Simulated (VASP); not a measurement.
# A vacancy on the Nb site in NbSi2, part 3 of 5

Wanted: what a vacancy on the Nb site costs in NbSi2 and how the lattice relaxes round it. The start is a cell from a database of measured crystal structures.

VASP 6.6.1, plane waves and PAW; the level of theory is named at each step.

So far. Step 2 (The host at zero pressure): The run ended after 4 ionic steps, 0.009 eV below its first step, once forces and stress met EDIFFG = -0.03. Step 3 (The supercell without the defect): The host is treated as a metal, as its relaxation found a gap under 0.3 eV or none, and only the neutral defect is run.

## 4. Reference Nb

This step: PBE; plane waves and PAW (Nb_pv) (VASP 6.6.1).

System of this step: Nb. The structure is cubic, space group Im-3m (No. 229). Conventional cell: a = 3.300 Å, b = 3.300 Å, c = 3.300 Å, α = 90.00°, β = 90.00°, γ = 90.00°. Nearest to Nb lie 8 Nb at 2.86 Å.

The reference for Nb is its crystal, relaxed at the cutoff of the large cell.

Contents of INCAR:

```
SYSTEM = Nb
PREC = Normal
ENCUT = 300
EDIFF = 1E-05
NELM = 120
ISMEAR = 1
SIGMA = 0.1
LREAL = Auto
ALGO = Fast
GGA = PE
NBANDS = 11
LASPH = .TRUE.
LORBIT = 11
LWAVE = .FALSE.
LCHARG = .FALSE.
KPAR = 4
IBRION = 2
NSW = 25
ISIF = 3
EDIFFG = -0.02
POTIM = 0.4
```

Contents of POSCAR:

```
Nb
1.0
   -1.6500000000      1.6500000000      1.6500000000
    1.6500000000     -1.6500000000      1.6500000000
    1.6500000000      1.6500000000     -1.6500000000
Nb
1
Direct
    0.0000000000      0.0000000000      0.0000000000
```

Contents of KPOINTS:

```
Automatic mesh
0
Gamma
11 11 11
0 0 0
```

Potentials, in the order of the species: Nb_pv (PBE family, release 64).

Started as:

```bash
$ mpirun -np 4 vasp_std
```

Log:

```text
[banner, memory and clock lines left out]
running    4 mpi-ranks, on    1 nodes
 distrk:  each k-point on    1 cores,    4 groups
 distr:  one band on    1 cores,    1 groups

 POSCAR found type information on POSCAR Nb
 POSCAR found :  1 types and       1 ions
|                                                                             |
|               ----> ADVICE to this user running VASP <----                  |
|                                                                             |
|     You have a (more or less) 'small supercell' and for smaller cells       |
|     it is recommended to use the reciprocal-space projection scheme!        |
|     The real-space optimization is not efficient for small cells and it     |
|     is also less accurate ...                                               |
|     Therefore, set LREAL=.FALSE. in the INCAR file.                         |
|                                                                             |

 LDA part: xc-table for (Slater+PW92), standard interpolation
 POSCAR, INCAR and KPOINTS ok, starting setup
 FFT: planning ... GRIDC
 FFT: planning ... GRID_SOFT
 FFT: planning ... GRID
 WAVECAR not read
 entering main loop
       N       E                     dE             d eps       ncg     rms          rms(c)
DAV:   1     0.376451486811E+02    0.37645E+02   -0.46647E+03  1459   0.679E+02
DAV:   2    -0.964828706882E+01   -0.47293E+02   -0.44808E+02  1271   0.226E+02
DAV:   3    -0.105813002109E+02   -0.93301E+00   -0.90505E+00  1808   0.340E+01
DAV:   4    -0.105868588675E+02   -0.55587E-02   -0.55476E-02  1629   0.177E+00
DAV:   5    -0.105869026635E+02   -0.43796E-04   -0.43793E-04  1513   0.167E-01    0.181E+01
RMM:   6    -0.101633232951E+02    0.42358E+00   -0.27410E-01  1251   0.684E+00    0.732E+00
RMM:   7    -0.100730738371E+02    0.90249E-01   -0.53180E-01  1336   0.628E+00    0.583E-01
RMM:   8    -0.100721326111E+02    0.94123E-03   -0.19444E-02  1377   0.178E+00    0.900E-01
RMM:   9    -0.100714348311E+02    0.69778E-03   -0.42515E-03  1354   0.560E-01    0.565E-01
RMM:  10    -0.100710065992E+02    0.42823E-03   -0.79344E-04  1275   0.350E-01    0.132E-01
RMM:  11    -0.100710343790E+02   -0.27780E-04   -0.22179E-04  1223   0.137E-01    0.275E-02
RMM:  12    -0.100710372418E+02   -0.28627E-05   -0.13612E-05   951   0.512E-02
   1 F= -.10071037E+02 E0= -.10070554E+02  d E =-.100710E+02
 curvature:   0.00 expect dE= 0.000E+00 dE for cont linesearch  0.000E+00
 trial: gam= 0.00000 g(F)=  0.889E-62 g(S)=  0.191E-01 ort = 0.000E+00 (trialstep = 0.100E+01)
 search vector abs. value=  0.191E-01
 bond charge predicted
       N       E                     dE             d eps       ncg     rms          rms(c)
DAV:   1    -0.102315273829E+02   -0.16049E+00   -0.35112E+00  1300   0.240E+01    0.486E+00
RMM:   2    -0.100819216126E+02    0.14961E+00   -0.13553E-01  1238   0.504E+00    0.892E-01
RMM:   3    -0.100667218731E+02    0.15200E-01   -0.13968E-01  1337   0.316E+00    0.771E-01
RMM:   4    -0.100677467198E+02   -0.10248E-02   -0.58015E-03  1350   0.938E-01    0.119E-01
RMM:   5    -0.100679482515E+02   -0.20153E-03   -0.15859E-03  1271   0.467E-01    0.149E-01
RMM:   6    -0.100679601171E+02   -0.11866E-04   -0.30947E-04  1320   0.207E-01    0.918E-03
RMM:   7    -0.100679735060E+02   -0.13389E-04   -0.84591E-05  1051   0.777E-02    0.341E-02
RMM:   8    -0.100679746521E+02   -0.11461E-05   -0.97266E-06   941   0.512E-02
   2 F= -.10067975E+02 E0= -.10067902E+02  d E =0.306259E-02
 trial-energy change:    0.003063  1 .order    0.002947   -0.019121    0.025016
 step:   0.4294(harm=  0.4332)  dis= 0.00000  next Energy=   -10.075133 (dE=-0.410E-02)
 bond charge predicted
       N       E                     dE             d eps       ncg     rms          rms(c)
DAV:   1    -0.101272628067E+02   -0.59289E-01   -0.10961E+00  1349   0.131E+01    0.296E+00
RMM:   2    -0.100807050919E+02    0.46558E-01   -0.39410E-02  1236   0.277E+00    0.522E-01
RMM:   3    -0.100745535290E+02    0.61516E-02   -0.44035E-02  1343   0.182E+00    0.498E-01
RMM:   4    -0.100749272667E+02   -0.37374E-03   -0.20906E-03  1385   0.522E-01    0.113E-01
RMM:   5    -0.100750720712E+02   -0.14480E-03   -0.36035E-04  1269   0.239E-01    0.612E-02
RMM:   6    -0.100750852998E+02   -0.13229E-04   -0.80780E-05  1171   0.104E-01    0.241E-02
RMM:   7    -0.100750819362E+02    0.33635E-05   -0.19916E-05   955   0.554E-02
   3 F= -.10075082E+02 E0= -.10074754E+02  d E =-.404469E-02
 curvature:  -0.22 expect dE=-0.570E-05 dE for cont linesearch -0.570E-05
 trial: gam= 0.00000 g(F)=  0.504E-62 g(S)=  0.263E-04 ort =-0.709E-03 (trialstep = 0.886E+00)
 search vector abs. value=  0.263E-04
 reached required accuracy - stopping structural energy minimisation
```

The job ended after 5 s (4 MPI ranks of Intel Xeon Platinum 8259CL at 2.50GHz (Skylake/Cascade Lake), shared host; peak memory 0.4 GiB; 17 s of CPU time).

From OUTCAR (step 4):

```text
  LATTYP: Found a body centered cubic cell.
 ALAT       =     3.3000000000

 Subroutine GETGRP returns: Found 48 space group operations
 (whereof 48 operations were pure point group operations)

The static configuration has the point symmetry O_h .

 Found     56 irreducible k-points:

   k-points           NKPTS =     56   k-points in BZ     NKDIM =     56   number of bands    NBANDS=     11

   dimension x,y,z NGX =    12 NGY =   12 NGZ =   12
   dimension x,y,z NGXF=    24 NGYF=   24 NGZF=   24

   ENCUT  =  300.0 eV  22.05 Ry    4.70 a.u.   4.04  4.04  4.04*2*pi/ulx,y,z

   NELECT =      11.0000    total number of electrons

 E-fermi :   4.7825

 k-point     1 :       0.0000    0.0000    0.0000
  band No.  band energies     occupation
      1     -24.9469      2.00000
      2     -24.9469      2.00000
      3     -24.9469      2.00000
      4      -1.0656      2.00000
      5       5.1823     -0.00000
      6       5.1823     -0.00000
      7       5.1823     -0.00000
      8       8.0271      0.00000
      9       8.0271      0.00000
    ...

 k-point     2 :       0.0909    0.0000    0.0000
  band No.  band energies     occupation
      1     -25.0568      2.00000
      2     -24.9802      2.00000
      3     -24.9477      2.00000
      4      -0.7347      2.00000
      5       4.9869     -0.01382
      6       5.1325     -0.00001
      7       5.5047     -0.00000
      8       7.7602      0.00000
      9       8.0364      0.00000
    ...

  Total       -0.0150720     -0.0150720     -0.0150720     -0.0000000      0.0000000      0.0000000
  in kB       -1.3171204     -1.3171204     -1.3171204     -0.0000000      0.0000000      0.0000000
  external PRESSURE =      -1.3171204 kB  Pullay stress =       0.0000000 kB

  energy-cutoff  :      300.00
  volume of cell :       18.33
      direct lattice vectors                 reciprocal lattice vectors
    -1.661111761  1.661111761  1.661111761     0.000000000  0.301003227  0.301003227
     1.661111761 -1.661111761  1.661111761     0.301003227  0.000000000  0.301003227
     1.661111761  1.661111761 -1.661111761     0.301003227  0.301003227  0.000000000

 POSITION                                       TOTAL-FORCE (eV/Angst)
 -----------------------------------------------------------------------------------
      0.00000      0.00000      0.00000        -0.000000      0.000000     -0.000000
 -----------------------------------------------------------------------------------
    total drift:                               -0.000000      0.000000     -0.000000

  FREE ENERGIE OF THE ION-ELECTRON SYSTEM (eV)
  ---------------------------------------------------
  free  energy   TOTEN  =       -10.0750819362 eV

  energy  without entropy=      -10.0740976719  energy(sigma->0) =      -10.07475385

 total charge
# of ion       s       p       d       tot
------------------------------------------
    1        0.424   6.299   3.080   9.802

[... 1 part as in an earlier step ...]

[... 7 further parts left out ...]
```

CONTCAR:

```
Nb
   1.00000000000000
    -1.6611117612302542    1.6611117612302542    1.6611117612302542
     1.6611117612302542   -1.6611117612302542    1.6611117612302542
     1.6611117612302542    1.6611117612302542   -1.6611117612302542
  Nb
     1
Direct
     0.0000000000000000    0.0000000000000000    0.0000000000000000
```

The run keeps the 48 symmetry operations of its start, so it cannot find a distortion of lower symmetry.

The steps of the relaxation:

```
step  energy less that of the first step (eV)  largest force (eV/Å)  pressure (GPa)  volume (Å³)
   1                                   0.0000                0.0000            3.62        17.97
   2                                   0.0031                0.0000           -4.52        18.83
   3                                  -0.0040                0.0000           -0.13        18.33
```

```
conventional cell, symmetrised  before  after  change
                         a (Å)   3.300  3.322  +0.7 %
                         b (Å)   3.300  3.322  +0.7 %
                         c (Å)   3.300  3.322  +0.7 %
              volume (Å³/atom)   17.97  18.33  +2.0 %
```

Final coordinates:

```
Nb
1.0
    -1.66111    1.66111    1.66111
     1.66111   -1.66111    1.66111
     1.66111    1.66111   -1.66111
Nb
1
Direct
  0.00000 0.00000 0.00000
```

Numbers from this step:

```yaml
electronic_cycles: 27
electrons: 11
free_energy_toten: -10.08 eV
energy_at_zero_smearing: -10.07 eV
fermi_energy: 4.782 eV
```

The run ended after 3 ionic steps, 0.004 eV below its first step, once forces and stress met EDIFFG = -0.02.

Energy at zero smearing: -10.07475 eV.

## 5. Reference Si

This step: PBE; plane waves and PAW (Si) (VASP 6.6.1).

System of this step: Si. Symmetry: Fd-3m, No. 227, cubic system. Conventional cell: a = 5.430 Å, b = 5.430 Å, c = 5.430 Å, α = 90.00°, β = 90.00°, γ = 90.00°. Si has 4 Si at 2.35 Å nearest.

Si is not exchanged here; its energy serves the host's formation enthalpy.

Contents of INCAR:

```
SYSTEM = Si
PREC = Normal
ENCUT = 300
EDIFF = 1E-05
NELM = 120
ISMEAR = 0
SIGMA = 0.1
LREAL = Auto
ALGO = Fast
GGA = PE
NBANDS = 10
LORBIT = 11
LWAVE = .FALSE.
LCHARG = .FALSE.
KPAR = 4
LASPH = .TRUE.
IBRION = 2
NSW = 25
ISIF = 3
EDIFFG = -0.02
POTIM = 0.4
```

Contents of POSCAR:

```
Si
1.0
    0.0000000000      2.7150000000      2.7150000000
    2.7150000000      0.0000000000      2.7150000000
    2.7150000000      2.7150000000      0.0000000000
Si
2
Direct
    0.0000000000      0.0000000000      0.0000000000
    0.2500000000      0.2500000000      0.2500000000
```

Contents of KPOINTS:

```
Automatic mesh
0
Gamma
9 9 9
0 0 0
```

PAW data sets: Si (PBE family, release 64).

Started as:

```bash
$ mpirun -np 4 vasp_std
```

Log:

```text
[banner, memory and clock lines left out]
running    4 mpi-ranks, on    1 nodes
 distrk:  each k-point on    1 cores,    4 groups
 distr:  one band on    1 cores,    1 groups

 POSCAR found type information on POSCAR Si
 POSCAR found :  1 types and       2 ions
 [... a notice as in an earlier step ...]

 LDA part: xc-table for (Slater+PW92), standard interpolation
 POSCAR, INCAR and KPOINTS ok, starting setup
 FFT: planning ... GRIDC
 FFT: planning ... GRID_SOFT
 FFT: planning ... GRID
 WAVECAR not read
 entering main loop
       N       E                     dE             d eps       ncg     rms          rms(c)
DAV:   1     0.129001174777E+01    0.12900E+01   -0.24564E+03   700   0.402E+02
DAV:   2    -0.107119817859E+02   -0.12002E+02   -0.11491E+02  1016   0.687E+01
DAV:   3    -0.110182162398E+02   -0.30623E+00   -0.30544E+00   880   0.957E+00
DAV:   4    -0.110202240087E+02   -0.20078E-02   -0.20075E-02   876   0.934E-01
DAV:   5    -0.110202363205E+02   -0.12312E-04   -0.12311E-04   870   0.639E-02    0.498E+00
RMM:   6    -0.108954011484E+02    0.12484E+00   -0.43619E-02   700   0.107E+00    0.303E+00
RMM:   7    -0.108383301392E+02    0.57071E-01   -0.97557E-02   707   0.173E+00    0.201E-01
RMM:   8    -0.108398167719E+02   -0.14866E-02   -0.55702E-03   700   0.517E-01    0.729E-02
RMM:   9    -0.108399821880E+02   -0.16542E-03   -0.77228E-04   700   0.187E-01    0.772E-02
RMM:  10    -0.108400322549E+02   -0.50067E-04   -0.14317E-04   700   0.846E-02    0.181E-02
RMM:  11    -0.108400373051E+02   -0.50502E-05   -0.31143E-05   622   0.407E-02
   1 F= -.10840037E+02 E0= -.10840037E+02  d E =-.108400E+02
 curvature:   0.00 expect dE= 0.000E+00 dE for cont linesearch  0.000E+00
 trial: gam= 0.00000 g(F)=  0.350E-44 g(S)=  0.117E-01 ort = 0.000E+00 (trialstep = 0.100E+01)
 search vector abs. value=  0.117E-01
 bond charge predicted
       N       E                     dE             d eps       ncg     rms          rms(c)
DAV:   1    -0.108472962972E+02   -0.72640E-02   -0.13720E-01   760   0.169E+00    0.345E-01
RMM:   2    -0.108449025138E+02    0.23938E-02   -0.16519E-03   700   0.258E-01    0.208E-01
RMM:   3    -0.108436389266E+02    0.12636E-02   -0.15514E-03   700   0.212E-01    0.338E-02
RMM:   4    -0.108436489125E+02   -0.99859E-05   -0.14424E-04   700   0.894E-02    0.419E-02
RMM:   5    -0.108436471163E+02    0.17962E-05   -0.19386E-05   573   0.348E-02
   2 F= -.10843647E+02 E0= -.10843647E+02  d E =-.360981E-02
 trial-energy change:   -0.003610  1 .order   -0.003726   -0.011722    0.004270
 step:   0.7243(harm=  0.7330)  dis= 0.00000  next Energy=   -10.844238 (dE=-0.420E-02)
 bond charge predicted
       N       E                     dE             d eps       ncg     rms          rms(c)
DAV:   1    -0.108445276954E+02   -0.87878E-03   -0.10702E-02   774   0.475E-01    0.917E-02
RMM:   2    -0.108443443662E+02    0.18333E-03   -0.12492E-04   700   0.705E-02    0.551E-02
RMM:   3    -0.108442515094E+02    0.92857E-04   -0.11973E-04   700   0.585E-02    0.975E-03
RMM:   4    -0.108442532491E+02   -0.17397E-05   -0.10801E-05   526   0.242E-02
   3 F= -.10844253E+02 E0= -.10844253E+02  d E =-.421594E-02
 curvature:  -0.37 expect dE=-0.240E-07 dE for cont linesearch -0.240E-07
 trial: gam= 0.00000 g(F)=  0.148E-43 g(S)=  0.657E-07 ort =-0.277E-04 (trialstep = 0.945E+00)
 search vector abs. value=  0.658E-07
 reached required accuracy - stopping structural energy minimisation
```

Run time: 2.8 s. Hardware: 4 MPI ranks; peak memory 0.42 GiB.

Parts of OUTCAR (step 5):

```text
   k-points           NKPTS =     35   k-points in BZ     NKDIM =     35   number of bands    NBANDS=     10

   ENCUT  =  300.0 eV  22.05 Ry    4.70 a.u.   5.42  5.42  5.42*2*pi/ulx,y,z

   NELECT =       8.0000    total number of electrons

 E-fermi :   5.9497

 k-point     1 :       0.0000    0.0000    0.0000
  band No.  band energies     occupation
      1      -6.1906      2.00000
      2       5.6450      1.99998
      3       5.6451      1.99998
      4       5.6451      1.99998
      5       8.2052      0.00000
      6       8.2052      0.00000
      7       8.2052      0.00000
      8       8.8050      0.00000
      9      13.3851      0.00000
    ...

  Total       -0.0010652     -0.0010652     -0.0010652      0.0000000      0.0000000     -0.0000000
  in kB       -0.0418454     -0.0418454     -0.0418454      0.0000000      0.0000000     -0.0000000
  external PRESSURE =      -0.0418454 kB  Pullay stress =       0.0000000 kB

 POSITION                                       TOTAL-FORCE (eV/Angst)
 -----------------------------------------------------------------------------------
      0.00000      0.00000      0.00000         0.000000      0.000000      0.000000
      1.36604      1.36604      1.36604        -0.000000     -0.000000     -0.000000
 -----------------------------------------------------------------------------------
    total drift:                                0.000000      0.000000      0.000000

  FREE ENERGIE OF THE ION-ELECTRON SYSTEM (eV)
  ---------------------------------------------------
  free  energy   TOTEN  =       -10.8442532491 eV

  energy  without entropy=      -10.8442532050  energy(sigma->0) =      -10.84425323

[... 1 part as in an earlier step ...]

[... 15 further parts left out ...]
```

The gap is read on the k-mesh alone, so it is an upper bound where the band edges lie off the mesh.

The steps of the relaxation:

```
step  energy less that of the first step (eV)  largest force (eV/Å)  pressure (GPa)  volume (Å³)
   1                                   0.0000                0.0000            1.80        40.03
   2                                  -0.0036                0.0000           -0.64        41.08
   3                                  -0.0042                0.0000            0.00        40.79
```

```
conventional cell, symmetrised  before  after  change
                         a (Å)   5.430  5.464  +0.6 %
                         b (Å)   5.430  5.464  +0.6 %
                         c (Å)   5.430  5.464  +0.6 %
              volume (Å³/atom)   20.01  20.39  +1.9 %
```

Final coordinates:

```xyz
2
Lattice="0.0000 2.7321 2.7321 2.7321 0.0000 2.7321 2.7321 2.7321 0.0000" Properties=species:S:1:pos:R:3 pbc="T T T"
Si    0.0000    0.0000    0.0000
Si    1.3660    1.3660    1.3660
```

This step gave:

| Property | Result |
| --- | --- |
| electronic cycles | 20 |
| electrons | 8 |
| free energy (TOTEN) | -10.84 eV |
| Fermi energy | 5.950 eV |
| labelled metallic, from the levels on this mesh | no |
| gap on the k-mesh | 0.6199 eV |
| least direct gap on the k-mesh | 2.560 eV |

The run ended after 3 ionic steps, 0.004 eV below its first step, once forces and stress met EDIFFG = -0.02.

Energy at zero smearing: -10.84425 eV.

[end of part 3 of 5]

[Lines on the potential files, build, host, timing and source positions are cut from VASP's logs without a mark.]

[Logs are printed without paths, hosts, clocks, repeated set-up lines and the standing remarks that a program may print on its own settings, such as how far it seeks lower states.]

[Hosts, paths, dates, database ids (printed as entryN), source tags and the programs' standing remarks are cut or masked in the printed files.]

[In band tables of VASP the shares of atoms and orbitals are scaled to a sum of 1 inside the atoms' spheres.]

[Runs that stopped without an error message from VASP are left out.]
